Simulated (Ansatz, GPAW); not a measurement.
# Geometry or basis: what sets the conductance of CN in line between two Rh chains, part 2 of 4

Aim: the conductance of CN in line between two Rh chains after relaxation, and whether geometry, basis or functional moves it most.

GPAW 26.7.0 and Ansatz 0.2.0; Ansatz plane waves; relaxation of the junction with the lead ends held; PAW set soft_1 (the session's first sound run).

So far. Step 2 (Relaxation): The relaxation lowered the energy of the cell by 1.20 eV.

## (3) Plane waves, PBE

A plane-wave run comes first: its basis does not favour the atoms, so it serves as the reference for the orbital bases.

This step: Ansatz plane waves; Landauer transmission by layers, zero bias; PAW set soft_1 (Ansatz 0.2.0).

The input, input.yaml:

```yaml
crystal:
  lattice:
    - [9.0, 0.0, 0.0]
    - [0.0, 9.0, 0.0]
    - [0.0, 0.0, 39.1873]
  atoms:
    - { symbol: Rh, position: [0.5, 0.5, 0.0293462423] }
    - { symbol: Rh, position: [0.5, 0.5, 0.0880387268] }
    - { symbol: Rh, position: [0.5, 0.5, 0.1467312114] }
    - { symbol: Rh, position: [0.5, 0.5, 0.2054236959] }
    - { symbol: Rh, position: [0.5, 0.5, 0.2641161805] }
    - { symbol: Rh, position: [0.5, 0.5, 0.3228086651] }
    - { symbol: Rh, position: [0.5083677687, 0.4619847951, 0.3799996778] }
    - { symbol: Rh, position: [0.4913080493, 0.5734717697, 0.4334941524] }
    - { symbol: C, position: [0.4999094309, 0.5171307176, 0.4817158184] }
    - { symbol: "N", position: [0.5021436146, 0.501910265, 0.511942205] }
    - { symbol: Rh, position: [0.5003686701, 0.477426264, 0.5640155374] }
    - { symbol: Rh, position: [0.507935945, 0.5363160824, 0.6199093349] }
    - { symbol: Rh, position: [0.5, 0.5, 0.6771913349] }
    - { symbol: Rh, position: [0.5, 0.5, 0.7358838195] }
    - { symbol: Rh, position: [0.5, 0.5, 0.7945763041] }
    - { symbol: Rh, position: [0.5, 0.5, 0.8532687886] }
    - { symbol: Rh, position: [0.5, 0.5, 0.9119612732] }
    - { symbol: Rh, position: [0.5, 0.5, 0.9706537577] }
kpoints:
  mp_grid: { grid: [1, 1, 2] }
hamiltonian:
  xc: pbe
  pseudopotentials: { kind: paw, azcp: { folder: soft_1 } }
scf:
  occupations: { method: fermi_dirac, width: 0.1 }
output:
  transmission:
    leads: [[0, 1]]
    e_range: [-2, 2]
    de: 0.025
    kmesh: [1, 1]
    reduced_basis: true
  write_potential: true
  write_density: true
  volumetric_format: npy
```

Started as:

```sh
ansatz run input.yaml --threads 4 --pin off --max-ram 8192MiB --backend cpu --events-out ev --progress --plain --runs-dir out
```

Numbers of over 12 decimals in the logs are rounded to 6 here.

The program printed:

```text
[...]
Crystal: 18 atoms, lattice volume = 3174.171 Å³
Basis set: ecut = 420 eV, 61927 PW (Γ)
Bands: 169, of which v1, the nominal top of the filled ones, is band 141 counted from 1 (140 counted from 0)
Symmetry: 1 space group operations
[...]
k-points: 2
[...]
SCF iter   1: F=—  HF=-103035.146966 eV  |F-HF|=—  |Δ(HF+E_count)|=         —  Δρ=2.86e-2  dr2=1.97e1  ethr=3.10e-3  ⟨swp⟩=6.0  Hψ=1264  notcnv=0  defer=2
[...]
SCF iter  13: F=-103029.912102 eV  HF=-103029.912102 eV  |F-HF|=6.12e-8  |Δ(HF+E_count)|=   8.11e-9  Δρ=1.05e-6  dr2=7.71e-8  ethr=3.56e-11  ⟨swp⟩=14.5  Hψ=1031  notcnv=0
SCF 1 converged in 13 iterations: F = -103029.912102 eV  dr2 = 7.71e-8
[...]
transmission: 49 of 294 steps passed
transmission: 98 of 294 steps passed
[...]
transmission: 294 of 294 steps passed
WARN: The output density's exchange-correlation potential varies sharply where the density is thin. Do not read a vacuum level from v_tot or v_xc, or from such a field of the output density. On a cell that repeats whose density bears no net charge and no dipole along the vacuum's axis use v_es (v_loc + v_h of the components); under efield.dipole_correction with no amplitude use v_es + v_field, which holds any externa [...]
SCF converged after 13 iterations
Free energy (F): -103029.912102 eV
[...]
Internal energy: -103028.351896 eV  (E = F + TS)
E sigma→0 (E₀):  -103029.131999 eV
Entropy (-TS):   -1.560206 eV (-86.678 meV/atom)
Fermi energy:    -3.306111 eV
[...]
--- Band table (eV) ---
  k-point 0: bands = [... 137 lower, -3.4368, -3.4263, -3.4096, -3.4080, -3.3206, -3.2433, -3.1403, -3.1004, ... 24 higher]
  k-point 1: bands = [... 137 lower, -3.4107, -3.4103, -3.4011, -3.3900, -3.3499, -3.2416, -3.1984, -3.1044, ... 24 higher]
--- Transmission ---
  basis      : 717 plane waves across, 49 finite elements along
  points     : 1, standing for a mesh of 1 x 1
  filling    : by the input's occupations and mesh, since the crystals that have channels conduct as metals do. If one of these is a semiconductor, that mesh has misplaced its level
  energies   : 161 from -2.000000 to 2.000000 eV about the Fermi level, 0.025000 eV apart; the leads are filled to 0.000000 eV, and channels, transmission and decay are at 0.000000 eV
  crystal 0  : Rh1, at the sites [0, 1], period 2.3000 Å, over 27.60 Å; its Hamiltonian steps by up to 5.7 meV
    offset         : up to 0.0000 Å between an atom of the period and one for which it stands
    filled         : 66.2 meV over the level at which it is neutral
    channels       : 4.000000e0 a spin
    conductance    : 3.8983e14 S/m² at 300 K; may be off by some 0.0 % by where its bands' edges are placed, 14.7 % from the distance to neutral
  junction   : crystal 0 to crystal 0, 0.70 to 37.59 Å
    transmission   : 1.165531e0 a spin
    error estimate : 1.796891e-4 a spin from the reduction of the transverse basis, at the most 2.247568e-3 at -0.125000 eV
    conductance    : 1.1099e14 S/m² at 300 K (1.1102e14 on every other energy)
    error estimate : 0.0 % from the energy spacing and 0.0 % from band edges of the leads and from resonances (wavevectors taken as independent; lower de), 0.0 % from the reduction of the transverse basis, 2.9 % from the steps of its leads' Hamiltonians or their offsets (lay more layers), 12.2 % from the distance to neutral
    resistance     : 6.4442e-3 Ω µm² beyond half of each lead's own
```

Run time: 2.1 min. Hardware: 4 threads of Arm Neoverse V1, shared host; peak memory 4.9 GiB; 6 min of CPU time.

This step gave:

```yaml
free_energy: -103029.9121 eV
lead_level: 0 eV from the Fermi level
transmission_at_the_fermi_level_one_spin: 1.166
open_channels_of_the_lead_at_the_fermi_level_one_spin: 4
step_of_the_potential_along_the_lead: 5.7 meV
offset_of_the_lead: 0 Å
filling_of_the_lead_less_its_bulk_value_in_size: 66.2 meV
conductance: 1.160 G₀
```

One spin. The transmission, zone mean by energy, zero at the Fermi level:

| energy (eV) | transmission, zone mean |
| --- | --- |
| -2.000 | 0.586 |
| -1.900 | 0.610 |
| -1.800 | 0.622 |
| -1.700 | 0.618 |
| -1.600 | 0.605 |
| -1.500 | 0.580 |
| -1.400 | 0.534 |
| -1.300 | 0.456 |
| -1.200 | 0.583 |
| -1.100 | 0.725 |
| -1.000 | 0.744 |
| -0.900 | 0.763 |
| -0.800 | 0.995 |
| -0.700 | 1.26 |
| -0.650 | 1.30 |
| -0.600 | 1.25 |
| -0.500 | 1.07 |
| -0.400 | 1.08 |
| -0.300 | 1.32 |
| -0.275 | 1.32 |
| -0.200 | 1.23 |
| -0.100 | 1.36 |
| -0.075 | 1.40 |
| 0.000 | 1.17 |
| 0.100 | 0.876 |
| 0.200 | 0.668 |
| 0.300 | 0.526 |
| 0.400 | 0.423 |
| 0.500 | 0.345 |
| 0.600 | 0.286 |
| 0.700 | 0.237 |
| 0.800 | 0.190 |
| 0.900 | 0.131 |
| 1.000 | 0.0539 |
| 1.100 | 0.0368 |
| 1.200 | 0.0235 |
| 1.300 | 0.0247 |
| 1.400 | 0.0252 |
| 1.500 | 0.0257 |
| 1.600 | 0.0263 |
| 1.700 | 0.0271 |
| 1.800 | 0.0281 |
| 1.900 | 0.0293 |
| 2.000 | 0.0309 |

One spin. Table of open channels, zone mean by energy, zero at the Fermi level:

energy (eV), open channels, zone mean and a bar from the least value:
```
   -2.000       3.00 ############
   -1.900       3.00 ############
   -1.800       3.00 ############
   -1.700       3.00 ############
   -1.600       3.00 ############
   -1.500       3.00 ############
   -1.400       3.00 ############
   -1.300       3.00 ############
   -1.200       5.00 ########################
   -1.100       5.00 ########################
   -1.000       5.00 ########################
   -0.900       5.00 ########################
   -0.800       6.00 ##############################
   -0.700       6.00 ##############################
   -0.600       6.00 ##############################
   -0.500       6.00 ##############################
   -0.400       6.00 ##############################
   -0.300       6.00 ##############################
   -0.200       6.00 ##############################
   -0.100       6.00 ##############################
    0.000       4.00 ##################
    0.100       4.00 ##################
    0.200       4.00 ##################
    0.300       4.00 ##################
    0.400       4.00 ##################
    0.500       4.00 ##################
    0.600       4.00 ##################
    0.700       4.00 ##################
    0.800       4.00 ##################
    0.900       4.00 ##################
    1.000       3.00 ############
    1.100       3.00 ############
    1.200       1.00 
    1.300       1.00 
    1.400       1.00 
    1.500       1.00 
    1.600       1.00 
    1.700       1.00 
    1.800       1.00 
    1.900       1.00 
    2.000       1.00
```

Crystal 0, spin -, k parallel (0, 0); distinct values, listed up to 1.5 1/Å. Im kz of the slowest decaying states against energy, zero at the Fermi level:

```
energy (eV)  decay 1 (Å⁻¹)  decay 2 (Å⁻¹)  decay 3 (Å⁻¹)  decay 4 (Å⁻¹)
     -2.000          0.594          0.688          0.688           1.31
     -1.800          0.538          0.599          0.600           1.29
     -1.600          0.475          0.487          0.488           1.27
     -1.400          0.328          0.330          0.402           1.25
     -1.200          0.313           1.23           1.27           1.38
     -1.000          0.185           1.21           1.21           1.25
     -0.800           1.19           1.19           1.23           1.34
     -0.600           1.17           1.21           1.32           1.45
     -0.400           1.14           1.14           1.19           1.30
     -0.200           1.12           1.16           1.28           1.42
      0.000          0.218          0.218           1.10           1.14
      0.200          0.389          0.389           1.08           1.12
      0.400          0.493          0.493           1.05           1.09
      0.600          0.571          0.571           1.03           1.07
      0.800          0.633          0.633           1.00           1.04
      1.000         0.0553          0.684          0.684          0.980
      1.200         0.0320         0.0327          0.183          0.728
      1.400          0.112          0.112          0.252          0.766
      1.600          0.147          0.147          0.303          0.800
      1.800          0.169          0.169          0.345          0.829
      2.000          0.180          0.180          0.381          0.856
```

Crystal 0, spin -, k parallel (0, 0). The Re kz of states that move upwards by energy, zero at the Fermi level:

```csv
energy (eV),channel 1 (Å⁻¹),channel 2 (Å⁻¹),channel 3 (Å⁻¹),channel 4 (Å⁻¹),channel 5 (Å⁻¹),channel 6 (Å⁻¹)
-2.000,-0.721,-0.720,0.678,-,-,-
-1.800,-0.679,-0.679,0.703,-,-,-
-1.600,-0.638,-0.638,0.728,-,-,-
-1.400,-0.599,-0.599,0.754,-,-,-
-1.200,-0.561,-0.561,0.179,0.181,0.780,-
-1.000,-0.523,-0.523,0.433,0.433,0.807,-
-0.800,-0.486,-0.486,0.172,0.602,0.602,0.836
-0.600,-0.449,-0.449,0.304,0.753,0.754,0.866
-0.400,-0.412,-0.412,0.394,0.898,0.908,0.909
-0.200,-0.375,-0.374,0.465,0.933,1.10,1.10
0.000,-0.337,-0.337,0.526,0.971,-,-
0.200,-0.298,-0.298,0.578,1.01,-,-
0.400,-0.258,-0.258,0.625,1.06,-,-
0.600,-0.216,-0.216,0.667,1.12,-,-
0.800,-0.169,-0.169,0.706,1.20,-,-
1.000,-0.113,-0.112,0.740,-,-,-
1.200,0.772,-,-,-,-,-
1.400,0.802,-,-,-,-,-
1.600,0.829,-,-,-,-,-
1.800,0.856,-,-,-,-,-
2.000,0.880,-,-,-,-,-
```

The electrostatic potential energy of an electron (with the applied field's), less the Fermi level, planar mean oscillates, so the rows of the table below give means over windows of 2.32 Å about each position, cut where the curve ends. Its first 14 maxima inside the range that stand out by 2 % of the span (Å: eV): 2.3: 4.89, 4.6: 4.88, 7.0: 4.88, 9.1: 4.87, 11.5: 4.86, 13.8: 4.82, 16.0: 4.56, 18.1: 4.93, 19.4: 4.82, 20.8: 5.05, 23.2: 4.73, 25.4: 4.85, 27.7: 4.84, 30.0: 4.88. Its first 14 minima: 1.2: 3.07, 3.5: 3.07, 5.8: 3.07, 8.0: 3.07, 10.3: 3.06, 12.6: 3.02, 14.9: 2.98, 17.0: 2.98, 18.9: 4.25, 20.0: 4.44, 22.1: 2.98, 24.2: 3.04, 26.6: 3.03, 28.9: 3.05.

The electrostatic potential energy of an electron (with the applied field's), less the Fermi level, planar mean by z; means over each step:

z (Å), electrostatic potential energy of an electron (with the applied field's), less the Fermi level, planar mean (eV) and a bar from the least value:
```
     1.16       3.99 #######
     3.48       3.99 #######
     5.80       3.99 #######
     8.12       3.99 ######
    10.44       3.97 ######
    12.76       3.94 #####
    15.08       3.84 #
    17.40       3.95 #####
    19.72       4.61 ##############################
    22.04       3.93 ####
    24.36       3.95 #####
    26.68       3.96 #####
    29.00       3.97 ######
    31.32       4.00 #######
    33.64       3.99 ######
    35.96       4.00 #######
    38.28       3.82
```

The valence density, planar mean oscillates, so the rows of the table below give means over windows of 2.32 Å about each position, cut where the curve ends. Its first 14 maxima inside the range that stand out by 2 % of the span (Å: e/Å³): 1.2: 0.199, 3.5: 0.199, 5.8: 0.197, 8.0: 0.196, 10.3: 0.198, 12.6: 0.199, 14.9: 0.197, 17.0: 0.197, 19.9: 0.0582, 22.1: 0.197, 24.2: 0.198, 26.6: 0.199, 28.9: 0.198, 31.2: 0.196. Its first 14 minima: 2.3: 0.0219, 4.6: 0.0220, 7.0: 0.0223, 9.1: 0.0222, 11.5: 0.0219, 13.8: 0.0241, 16.0: 0.0265, 18.0: 0.0253, 21.0: 0.0175, 23.2: 0.0251, 25.4: 0.0241, 27.7: 0.0217, 30.0: 0.0222, 32.2: 0.0223.

Valence density, planar mean against z; means over each step:

```
z (Å)  valence density, planar mean (e/Å³)
 1.16                               0.0907
 3.48                               0.0907
 5.80                               0.0907
 8.12                               0.0907
10.44                               0.0907
12.76                               0.0911
15.08                               0.0930
17.40                               0.0918
19.72                               0.0432
22.04                               0.0896
24.36                               0.0916
26.68                               0.0908
29.00                               0.0907
31.32                               0.0907
33.64                               0.0906
35.96                               0.0907
38.28                                0.105
```

The largest of the program's own error estimates on the conductance is 12 %. T at the Fermi level is 1.17 of 4 open channels a spin.

[end of part 2 of 4]

[Logs are printed without paths, hosts, clocks, repeated set-up lines and the standing remarks that a program may print on its own settings, such as how far it seeks lower states.]

[Hosts, paths, dates, database ids (printed as entryN), source tags and the programs' standing remarks are cut or masked in the printed files.]
